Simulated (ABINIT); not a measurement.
# ZnS (F-43m) in ABINIT: further runs

One crystal, ZnS, is run at these levels: PBEsol, LDA; tasks: single point, relaxation of cell and atoms.

All numbers are computed with ABINIT 10.8.3 (patched build); they aren't measurements. Logs are shortened: lines on timing, memory, paths and dates and some standing lists are left out, and cuts for length are marked. The log counts tension as positive stress, the text compression.

**Measured values to compare with.**

“Electronic, vibrational, and thermodynamic properties of ZnS (zincblende and rocksalt structure)”, 2009, arxiv:0911.5022 quotes, for a bulk crystal of ZnS at 19 K: band gap 3.85 eV (direct).

The results are compared with them further down.

## 1. The crystal as given

The structure is cubic, space group F-43m (No. 216). The conventional cell has a = 5.404 Å, b = 5.404 Å, c = 5.404 Å, α = 90.00°, β = 90.00°, γ = 90.00°. Zn (site symmetry -43m) is surrounded by 4 S at 2.34 Å. S (site symmetry -43m) is surrounded by 4 Zn at 2.34 Å.

## 2. Single point, PBEsol

Contents of run.abi:

```
# Pseudopotentials
pp_dirpath "./"
pseudos "Zn.upf, S.upf"

# Structure
acell 3*1.0 Angstrom
rprim
     0.0000000000     2.7020000000     2.7020000000
     2.7020000000     0.0000000000     2.7020000000
     2.7020000000     2.7020000000     0.0000000000
ntypat 2
znucl 30 16
natom 2
typat 1 2
xred
     0.7500000000     0.7500000000     0.7500000000
     0.0000000000     0.0000000000     0.0000000000

# Plane-wave basis
ecut 38.0

# k points
kptopt 1
ngkpt 7 7 7
nshiftk 1
shiftk 0.0 0.0 0.0

# Exchange and correlation
ixc -116133

# Bands and occupations
nband 17
occopt 3
tsmear 0.05 eV

# SCF cycle
nstep 100
tolvrs 1.0e-10

# Output
iomode 3
prtwf 0
prteig 0
prtebands 0
prtden 1
prtvha 1
prtvclmb 1
prtpot 1
prtelf 1
```

Potentials or basis: PseudoDojo NC SR PBEsol v0.4.1 standard.

On the command line:

```sh
$ mpirun --bind-to none -np 4 abinit run.abi > log 2>&1
```

run.abo:

```text
.Version 10.8.3 of ABINIT
 Symmetries : space group F-4 3 m (#216); Bravais cF (face-center cubic)
================================================================================
 Values of the parameters that define the memory need of the present run
     intxc =       0    ionmov =       0      iscf =       7    lmnmax =       6
     lnmax =       6     mgfft =      45  mpssoang =       3    mqgrid =    3001
     natom =       2  nloc_mem =       1    nspden =       1   nspinor =       1
    nsppol =       1      nsym =      24    n1xccc =    2501    ntypat =       2
    occopt =       3   xclevel =       2
       mpw =        3002          nfft =       91125          nkpt =          20
================================================================================
================================================================================

--------------------------------------------------------------------------------
------------- Echo of variables that govern the present computation ------------
--------------------------------------------------------------------------------
 -outvars: echo values of preprocessed input variables --------
            acell      1.8897261259E+00  1.8897261259E+00  1.8897261259E+00 Bohr
              amu      6.53900000E+01  3.20660000E+01
             ecut      3.80000000E+01 Hartree
              ixc     -116133
         kptrlatt        7    0    0      0    7    0      0    0    7
          kptrlen      5.05472170E+01
            natom           2
            nband          17
            ngfft          45      45      45
             nkpt          20
            nstep         100
             nsym          24
           ntypat           2
           occopt           3
        prtebands           0
           prteig           0
           prtelf           1
           prtpot           1
         prtvclmb           1
           prtvha           1
            prtwf           0
            rprim      0.0000000000E+00  2.7020000000E+00  2.7020000000E+00
                       2.7020000000E+00  0.0000000000E+00  2.7020000000E+00
                       2.7020000000E+00  2.7020000000E+00  0.0000000000E+00
          spgroup         216
           tolvrs      1.00000000E-10
           tsmear      1.83746611E-03 Hartree
            typat      1  2
           xangst      4.0530000000E+00  4.0530000000E+00  4.0530000000E+00
                       0.0000000000E+00  0.0000000000E+00  0.0000000000E+00
            xcart      7.6590599883E+00  7.6590599883E+00  7.6590599883E+00
                       0.0000000000E+00  0.0000000000E+00  0.0000000000E+00
             xred      7.5000000000E-01  7.5000000000E-01  7.5000000000E-01
                       0.0000000000E+00  0.0000000000E+00  0.0000000000E+00
            znucl       30.00000   16.00000

================================================================================

 chkinp: Checking input parameters for consistency.

================================================================================
== DATASET  1 ==================================================================

--- !DatasetInfo
iteration_state: {dtset: 1, }
dimensions: {natom: 2, nkpt: 20, mband: 17, nsppol: 1, nspinor: 1, nspden: 1, mpw: 3002, }
cutoff_energies: {ecut:  38.0, pawecutdg:  -1.0, }
electrons: {nelect:   2.60000000E+01, charge:   0.00000000E+00, occopt:   3.00000000E+00, tsmear:   1.83746611E-03, }
meta: {optdriver: 0, ionmov: 0, optcell: 0, iscf: 7, paral_kgb: 0, }
...

 Real(R)+Recip(G) space primitive vectors, cartesian coordinates (Bohr,Bohr^-1):
 R(1)=  0.0000000  5.1060400  5.1060400  G(1)= -0.0979232  0.0979232  0.0979232
 R(2)=  5.1060400  0.0000000  5.1060400  G(2)=  0.0979232 -0.0979232  0.0979232
 R(3)=  5.1060400  5.1060400  0.0000000  G(3)=  0.0979232  0.0979232 -0.0979232
 Unit cell volume ucvol=  2.6624572E+02 bohr^3
 Angles (23,13,12)=  6.00000000E+01  6.00000000E+01  6.00000000E+01 degrees

 getcut: wavevector=  0.0000  0.0000  0.0000  ngfft=  45  45  45
         ecut(hartree)=     38.000   => boxcut(ratio)=   2.19582

--- Pseudopotential description ------------------------------------------------
- pspini: atom type   1  psp file is ./Zn.upf
12 -116133 2 -1 1312                          pspcod,pspxc,lmax,lloc,mmax
     nproj     2     2     2

- pspini: atom type   2  psp file is ./S.upf
12 -116133 2 -1 1146                          pspcod,pspxc,lmax,lloc,mmax
     nproj     2     2     2

   9.17587905E+02                                ecore*ucvol(ha*bohr**3)
--------------------------------------------------------------------------------

================================================================================

--- !BeginCycle
iteration_state: {dtset: 1, }
solver: {iscf: 7, nstep: 100, nline: 4, wfoptalg: 0, }
tolerances: {tolvrs: 1.00E-10, }
...

     iter   Etot(hartree)      deltaE(h)  residm     vres2
 ETOT  1  -217.93703310446    -2.179E+02 3.131E-01 4.541E+03
 ETOT  2  -219.01637822545    -1.079E+00 9.901E-02 7.550E+03
 ETOT  3  -219.87646566719    -8.601E-01 1.916E-02 9.889E+02
 ETOT  4  -219.94734163445    -7.088E-02 4.812E-03 3.894E+02
 ETOT  5  -219.98810665242    -4.077E-02 1.238E-03 4.359E+01
 ETOT  6  -219.99307865467    -4.972E-03 3.237E-04 1.801E+00
 ETOT  7  -219.99326552057    -1.869E-04 1.747E-04 3.252E-01
 ETOT  8  -219.99330428204    -3.876E-05 1.846E-04 3.365E-02
 ETOT  9  -219.99330885654    -4.575E-06 1.654E-04 8.461E-04
 ETOT 10  -219.99330896554    -1.090E-07 1.678E-04 8.105E-07
 ETOT 11  -219.99330896569    -1.413E-10 1.274E-04 6.071E-08
 ETOT 12  -219.99330896570    -1.373E-11 1.306E-04 3.003E-09
 ETOT 13  -219.99330896570    -3.524E-12 8.923E-05 5.895E-11

 At SCF step   13       vres2   =  5.90E-11 < tolvrs=  1.00E-10 =>converged.

 Compute ELF
--------------------------------------------------------------------------------

 Compute kinetic energy density

 Compute gradient of the electron density
 Electron Localization Function (ELF) [min:0;max:1]
)     Maximum=    8.9532E-01  at reduced coord.    0.9111    0.9111    0.9111
)     Minimum=    1.6793E-08  at reduced coord.    0.0000    0.0000    0.0000
   Integrated=    8.3606E+01

--------------------------------------------------------------------------------
 End of ELF section

 Cartesian components of stress tensor (hartree/bohr^3)
  sigma(1 1)=  8.28119666E-05  sigma(3 2)=  0.00000000E+00
  sigma(2 2)=  8.28119666E-05  sigma(3 1)=  0.00000000E+00
  sigma(3 3)=  8.28119666E-05  sigma(2 1)=  0.00000000E+00

--- !ResultsGS
iteration_state: {dtset: 1, }
comment   : Summary of ground state results
lattice_vectors:
- [  0.0000000,   5.1060400,   5.1060400, ]
- [  5.1060400,   0.0000000,   5.1060400, ]
- [  5.1060400,   5.1060400,   0.0000000, ]
lattice_lengths: [   7.22103,    7.22103,    7.22103, ]
lattice_angles: [ 60.000,  60.000,  60.000, ] # degrees, (23, 13, 12)
lattice_volume:   2.6624572E+02
convergence: {deltae: -3.524E-12, res2:  5.895E-11, residm:  8.923E-05, diffor: null, }
etotal    :  -2.19993309E+02
entropy   :   0.00000000E+00
fermie    :   1.69700708E-01
cartesian_stress_tensor: # hartree/bohr^3
- [  8.28119666E-05,   0.00000000E+00,   0.00000000E+00, ]
- [  0.00000000E+00,   8.28119666E-05,   0.00000000E+00, ]
- [  0.00000000E+00,   0.00000000E+00,   8.28119666E-05, ]
pressure_GPa:  -2.4364E+00
xred      :
- [  7.5000E-01,   7.5000E-01,   7.5000E-01, Zn]
- [  0.0000E+00,   0.0000E+00,   0.0000E+00,  S]
cartesian_forces: # hartree/bohr
- [ -5.35584878E-29,  -5.35584878E-29,   1.60675463E-28, ]
- [  5.35584878E-29,   5.35584878E-29,  -1.60675463E-28, ]
force_length_stats: {min:   1.77633408E-28, max:   1.77633408E-28, mean:   1.77633408E-28, }
...

 Integrated electronic density in atomic spheres:
 ------------------------------------------------
 Atom  Sphere_radius  Integrated_density
    1        2.00000         18.11605615
    2        2.00000          3.92694032
================================================================================

 ----iterations are completed or convergence reached----

 Mean square residual over all n,k,spin=   26.267E-08; max=  89.226E-06
 reduced coordinates (array xred) for    2 atoms
       0.750000000000      0.750000000000      0.750000000000
       0.000000000000      0.000000000000      0.000000000000
 rms dE/dt=  7.6169E-28; max dE/dt=  1.0771E-27; dE/dt below (all hartree)
    1      -0.000000000000     -0.000000000000      0.000000000000
    2       0.000000000000      0.000000000000     -0.000000000000

 cartesian coordinates (angstrom) at end:
    1      4.05300000000000     4.05300000000000     4.05300000000000
    2      0.00000000000000     0.00000000000000     0.00000000000000

 cartesian forces (hartree/bohr) at end:
    1     -0.00000000000000    -0.00000000000000     0.00000000000000
    2      0.00000000000000     0.00000000000000    -0.00000000000000
 frms,max,avg= 1.0255670E-28 1.6067546E-28   0.000E+00  0.000E+00  0.000E+00 h/b

 cartesian forces (eV/Angstrom) at end:
    1     -0.00000000000000    -0.00000000000000     0.00000000000000
    2      0.00000000000000     0.00000000000000    -0.00000000000000
 frms,max,avg= 5.2736773E-27 8.2622645E-27   0.000E+00  0.000E+00  0.000E+00 e/A
 length scales=  1.889726125908  1.889726125908  1.889726125908 bohr
              =  1.000000000000  1.000000000000  1.000000000000 angstroms
 Fermi (or HOMO) energy (hartree) =   0.16970   Average Vxc (hartree)=  -0.37110
 Eigenvalues (hartree) for nkpt=  20  k points:
 kpt#   1, nband= 17, wtk=  0.00292, kpt=  0.0000  0.0000  0.0000 (reduced coord)
  -4.44669   -2.76786   -2.76786   -2.76786   -0.35097   -0.10176   -0.10176   -0.10176
  -0.08348   -0.08348    0.13228    0.13228    0.13228    0.20487    0.36310    0.36310
   0.36310
      occupation numbers for kpt#   1
   2.00000    2.00000    2.00000    2.00000    2.00000    2.00000    2.00000    2.00000
   2.00000    2.00000    2.00000    2.00000    2.00000    0.00000    0.00000    0.00000
   0.00000
 prteigrs : prtvol=0 or 1, do not print more k-points.

--- !EnergyTerms
iteration_state     : {dtset: 1, }
comment             : Components of total free energy in Hartree
kinetic             :  9.61918270721045E+01
hartree             :  9.21696281119383E+01
xc                  : -2.54081604809049E+01
Ewald energy        : -1.07297656327938E+02
psp_core            :  3.44639497728681E+00
local_psp           : -2.32594304096530E+02
non_local_psp       : -4.65010382216575E+01
internal            : -2.19993308965701E+02
'-kT*entropy'       : -2.18933284823093E-12
total_energy        : -2.19993308965703E+02
total_energy_eV     : -5.98632290179718E+03
band_energy         : -2.67793577533145E+01
...

 Cartesian components of stress tensor (hartree/bohr^3)
  sigma(1 1)=  8.28119666E-05  sigma(3 2)=  0.00000000E+00
  sigma(2 2)=  8.28119666E-05  sigma(3 1)=  0.00000000E+00
  sigma(3 3)=  8.28119666E-05  sigma(2 1)=  0.00000000E+00

-Cartesian components of stress tensor (GPa)         [Pressure= -2.4364E+00 GPa]
- sigma(1 1)=  2.43641217E+00  sigma(3 2)=  0.00000000E+00
- sigma(2 2)=  2.43641217E+00  sigma(3 1)=  0.00000000E+00
- sigma(3 3)=  2.43641217E+00  sigma(2 1)=  0.00000000E+00

== END DATASET(S) ==============================================================
================================================================================

 -outvars: echo values of variables after computation  --------
            acell      1.8897261259E+00  1.8897261259E+00  1.8897261259E+00 Bohr
           etotal     -2.1999330897E+02
            fcart     -5.3558487770E-29 -5.3558487770E-29  1.6067546331E-28
                       5.3558487770E-29  5.3558487770E-29 -1.6067546331E-28
            rprim      0.0000000000E+00  2.7020000000E+00  2.7020000000E+00
                       2.7020000000E+00  0.0000000000E+00  2.7020000000E+00
                       2.7020000000E+00  2.7020000000E+00  0.0000000000E+00
           strten      8.2811966596E-05  8.2811966596E-05  8.2811966596E-05
                       0.0000000000E+00  0.0000000000E+00  0.0000000000E+00
           xangst      4.0530000000E+00  4.0530000000E+00  4.0530000000E+00
                       0.0000000000E+00  0.0000000000E+00  0.0000000000E+00
             xred      7.5000000000E-01  7.5000000000E-01  7.5000000000E-01
                       0.0000000000E+00  0.0000000000E+00  0.0000000000E+00
 Calculation completed.
```

Wall time 13 s (4 MPI ranks of Arm Neoverse V2, shared host); peak memory 0.32 GiB.

Results:

- Free energy: -5986.3229 eV
- Pressure: -2.4 GPa
- Band gap on the k mesh: 1.98 eV, direct
- Valence electrons inside the program's atomic spheres: Zn 18.12; S 3.93

Levels at points of the mesh, in eV from the valence-band top:
| k point | band 9 | band 10 | band 11 | band 12 | band 13 | band 14 | band 15 | band 16 | band 17 |
| --- | --- | --- | --- | --- | --- | --- | --- | --- | --- |
| (0.00, 0.00, 0.00) | -5.87 | -5.87 | 0.00 | 0.00 | 0.00 | 1.98 | 6.28 | 6.28 | 6.28 |

## 3. Relaxation of cell and atoms, LDA

Contents of run.abi:

```
# Pseudopotentials
pp_dirpath "./"
pseudos "Zn.upf, S.upf"

# Structure
acell 3*1.0 Angstrom
rprim
     0.0000000000     2.7020000000     2.7020000000
     2.7020000000     0.0000000000     2.7020000000
     2.7020000000     2.7020000000     0.0000000000
ntypat 2
znucl 30 16
natom 2
typat 1 2
chkprim 0
chksymtnons 0
tolsym 1.0e-6
xred
            3/4            3/4            3/4
            0.0            0.0            0.0

# Plane-wave basis
ecut 36.0
ecutsm 0.5

# k points
kptopt 1
ngkpt 7 7 7
nshiftk 1
shiftk 0.0 0.0 0.0

# Exchange and correlation
ixc 7

# Bands and occupations
nband 17
occopt 3
tsmear 0.05 eV

# SCF cycle
nstep 80
tolvrs 1.0e-12

# Output
iomode 3
prteig 0
prtebands 0
prtwf 0
prtden 0

# Relaxation
ionmov 2
optcell 2
ntime 50
tolmxf 2.0e-5
dilatmx 1.08
```

Potentials or basis: PseudoDojo NC SR LDA v0.4.1 standard.

On the command line:

```sh
$ mpirun --bind-to none -np 4 abinit run.abi > log 2>&1
```

Run time: 88 s. Hardware: 4 MPI ranks of Intel Xeon Platinum 8259CL at 2.50GHz (Skylake/Cascade Lake), shared host; peak memory 0.32 GiB.

The run converged. Its results:

```
Free energy            : -5987.5882 eV
Band gap on the k mesh : 2.13 eV, direct
```

Caveat: the cutoff is too short for stress, so the log's stress isn't used; an odd mesh through Γ misses points on the zone boundary, where band edges often lie.

## 4. Single point, LDA (cell relaxed)

Contents of run.abi:

```
pp_dirpath "./"
pseudos "Zn.upf, S.upf"

acell 3.7446671429 3.7446671429 3.7446671429 Angstrom
rprim
     0.0000000000     0.7071067812     0.7071067812
     0.7071067812     0.0000000000     0.7071067812
     0.7071067812     0.7071067812     0.0000000000
ntypat 2
znucl 30 16
natom 2
typat 1 2
xred
     0.7500000000     0.7500000000     0.7500000000
     0.0000000000     0.0000000000     0.0000000000
chkprim 0
chksymtnons 0
tolsym 1.0e-6

ecut 36.0

kptopt 1
ngkpt 7 7 7
nshiftk 1
shiftk 0.0 0.0 0.0

ixc 7

nband 17
occopt 3
tsmear 0.05 eV

nstep 100
tolvrs 1.0e-10

iomode 3
prtwf 0
prteig 0
prtebands 0
prtden 1
prtvha 1
prtvclmb 1
prtpot 1
prtelf 1
```

On the command line:

```sh
$ mpirun --bind-to none -np 4 abinit run.abi > log 2>&1
```

It took 13 s on 4 MPI ranks of Intel Xeon Platinum 8259CL at 2.50GHz (Skylake/Cascade Lake), shared host; peak memory 0.28 GiB.

The run converged. Its results:

```yaml
Free_energy: -5987.5925 eV
Band_gap_on_the_k_mesh: 2.13 eV, direct
Valence_electrons_inside_the_program's_atomic_spheres: Zn 18.18; S 3.97
```

Levels at points of the mesh, in eV from the valence-band top:
```
           k point  band 9  band 10  band 11  band 12  band 13  band 14  band 15  band 16  band 17
(0.00, 0.00, 0.00)   -6.18    -6.18     0.00     0.00     0.00     2.13     6.18     6.18     6.18
```

Caveat: the cutoff is too short for stress, so the log's stress isn't used.

## 5. Summary

| task | level | potentials or basis | cell | cutoff (eV) | cell freedom (optcell) | optimiser (ionmov) | cutoff smearing ecutsm (Ha) | force stop (Ha/bohr) | gap on the mesh (eV) |
| --- | --- | --- | --- | --- | --- | --- | --- | --- | --- |
| single point | PBEsol | PseudoDojo NC SR PBEsol v0.4.1 standard | as given | 1034 | - | - | - | - | 1.98 |
| relaxation of cell and atoms | LDA | PseudoDojo NC SR LDA v0.4.1 standard | relaxed | 980 | 2 | 2 | 0.5 | 2e-05 | 2.13 |
| single point | LDA | PseudoDojo NC SR LDA v0.4.1 standard | cell relaxed | 980 | - | - | - | - | 2.13 |

Alike in all rows: no spin polarisation; k mesh 7 × 7 × 7; smearing fermi-dirac 0.05 eV.

Caveats: an odd mesh through Γ misses points on the zone boundary, where band edges often lie (some runs).

Absolute energies hang on the potentials; compare differences alone.

## 6. Comparison with measurements

Step 2. Measured gap of ZnS: 3.85 eV (direct; 19 K; quoted in “Electronic, vibrational, and thermodynamic properties of ZnS (zincblende and rocksalt structure)”, 2009, arxiv:0911.5022). This calculation gives 1.98 eV (-1.87 eV). The value is that of PBEsol, without temperature or zero-point motion. Semilocal functionals fall short of measured gaps as a rule.
